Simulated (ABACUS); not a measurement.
Cs under changes of volume

One of the cells (123.948 Å³/atom); the others are scaled copies at fixed shape and fractional positions:

```
Cs
1.0
    -2.75008    2.75008    4.09724
     2.75008   -2.75008    4.09724
     2.75008    2.75008   -4.09724
Cs
1
Direct
  0.00000 0.00000 0.00000
```

This isn't the form of Cs at room conditions, which is bcc.

```yaml
Program: ABACUS 3.10.1
Functional: PBE
Potentials_or_basis: PseudoDojo NC SR 0.4.1 PBE standard
Cutoff: 680 eV
Density_cutoff: 2721 eV
Basis: plane waves
k_mesh: 7 × 7 × 7
Occupations: fermi-dirac, width 0.05 eV
Spin: no spin polarisation
```

```tsv
volume (Å³/atom)	energy over the lowest point (meV/atom)	pressure (GPa)
116.511	0.00	0.0
118.990	0.33	0.0
121.469	1.25	-0.1
123.948	2.71	-0.1
126.427	?	?
128.906	7.04	-0.2
131.385	9.83	-0.2
```

What does the run at 126.427 Å³/atom give?

Energy over the lowest point 4.65 meV/atom; pressure -0.1 GPa.

Worked out: A Birch-Murnaghan fit of order 3 (a polynomial in V^(-2/3)) to the other rows has its minimum at 116.46 Å³/atom, just outside them, with B0 = V·E''(V) = 2.0 GPa and B' = 3.6 at fixed shape and positions, which overstates the stiffness. It gives 4.65 meV/atom at 126.427 Å³/atom, against the run's 4.65, and -dE/dV = -0.1 GPa, against -0.1.

Energies are extrapolated to zero smearing.
